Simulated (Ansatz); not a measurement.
# SnS2: the cost of one run

Method: DFT PBEsol, scalar-relativistic, plane waves, PAW, in Ansatz 0.2.0.

1 further run of the same task is left out (set aside as unsound or not needed).

### 1 The starting structure

The structure is trigonal, space group P-3m1 (No. 164). The conventional cell has a = 3.651 Å, b = 3.651 Å, c = 6.059 Å, α = 90.00°, β = 90.00°, γ = 120.00°. Around Sn (site symmetry -3m) lie 6 S at 2.57 Å. S (site symmetry 3m) is surrounded by 3 Sn at 2.57 Å.

Coordinates:

```xyz
3
Lattice="3.6513 0.0000 0.0000 -1.8257 3.1621 0.0000 0.0000 0.0000 6.0589" Properties=species:S:1:pos:R:3 pbc="T T T"
Sn    0.0000    0.0000    0.0000
S     1.8257    1.0540    1.4738
S     0.0000    2.1081    4.5851
```

It is the result of an earlier relaxation at this level (volume 23.32 Å³/atom; gap on the mesh: 1.44 eV).

The bulk reference comes from a run made before at the same settings: -2573.6110 eV/atom.

### 2 The (111) slab

Planes are indexed in the bulk's conventional cell (P-3m1 (No. 164)), a = 3.651 Å, b = 3.651 Å, c = 6.059 Å, α = 90.00°, β = 90.00°, γ = 120.00°.

The slab is a (111) slab, 11.8 Å thick as cut, with 15 Å of vacuum; its outer planes are Sn (top) and S (bottom).

The slab as cut. Layers, bottom to top:

```csv
plane,atoms per cell,height over the lowest (Å)
1,S,0.00
2,S,0.90
3,Sn,1.32
4,S,1.75
5,S,2.65
6,Sn,3.07
7,S,3.50
8,S,4.39
9,Sn,4.82
10,S,5.24
11,S,6.14
12,Sn,6.57
13,S,6.99
14,S,7.89
15,Sn,8.31
16,S,8.74
17,S,9.64
18,Sn,10.06
19,S,10.49
20,S,11.39
21,Sn,11.81
```

### 3 Single point on the unrelaxed (111) slab

The cell repeats along c, and a dipole correction in the vacuum removes the field between the copies.

The input, input.yaml:

```yaml
crystal:
  lattice:
    - [6.3242618872, 0.0, 0.0]
    - [-3.1621309436, 6.3279951149, 0.0]
    - [0.0, 0.0, 26.8109960429]
  atoms:
    - { symbol: S, position: [0.4448316815, 0.2229966964, 0.2797359706] }
    - { symbol: S, position: [0.0135508002, 0.693768267, 0.3132161286] }
    - { symbol: Sn, position: [0.4583824817, 0.9167649634, 0.3290751249] }
    - { symbol: S, position: [0.9032141632, 0.1397616598, 0.3449341213] }
    - { symbol: S, position: [0.4719332819, 0.6105332304, 0.3784142793] }
    - { symbol: Sn, position: [0.9167649634, 0.8335299267, 0.3942732757] }
    - { symbol: S, position: [0.3615966449, 0.0565266231, 0.4101322721] }
    - { symbol: S, position: [0.9303157635, 0.5272981937, 0.4436124301] }
    - { symbol: Sn, position: [0.3751474451, 0.7502948901, 0.4594714264] }
    - { symbol: S, position: [0.8199791266, 0.9732915865, 0.4753304228] }
    - { symbol: S, position: [0.3886982452, 0.4440631571, 0.5088105808] }
    - { symbol: Sn, position: [0.8335299267, 0.6670598535, 0.5246695772] }
    - { symbol: S, position: [0.2783616083, 0.8900565499, 0.5405285736] }
    - { symbol: S, position: [0.8470807269, 0.3608281205, 0.5740087316] }
    - { symbol: Sn, position: [0.2919124084, 0.5838248169, 0.5898677279] }
    - { symbol: S, position: [0.73674409, 0.8068215133, 0.6057267243] }
    - { symbol: S, position: [0.3054632086, 0.2775930839, 0.6392068823] }
    - { symbol: Sn, position: [0.7502948901, 0.5005897802, 0.6550658787] }
    - { symbol: S, position: [0.1951265716, 0.7235864766, 0.6709248751] }
    - { symbol: S, position: [0.7638456903, 0.1943580472, 0.7044050331] }
    - { symbol: Sn, position: [0.2086773718, 0.4173547436, 0.7202640294] }
basis:
  ecutwfc: 420
kpoints:
  mp_grid: { grid: [5, 4, 1] }
hamiltonian:
  xc: pbesol
scf:
  occupations: { method: gaussian, width: 0.05 }
output:
  forces: true
  stress: true
  eigenvalues: true
  write_density: true
  write_potential: true
  elf: true
  volumetric_format: npy
efield:
  axis: 3
  dipole_correction: true
  ramp_width: 0.04
```

Run with:

```bash
> ansatz run input.yaml --threads 2 --pin off --max-ram 5120MiB --backend cpu --events-out ev --progress --plain --runs-dir out
```

What time and memory should one allow on 2 threads of Intel Xeon at 2.50GHz (Skylake/Cascade Lake), shared host?

About 5.6 min, with a peak of 2.1 GiB.
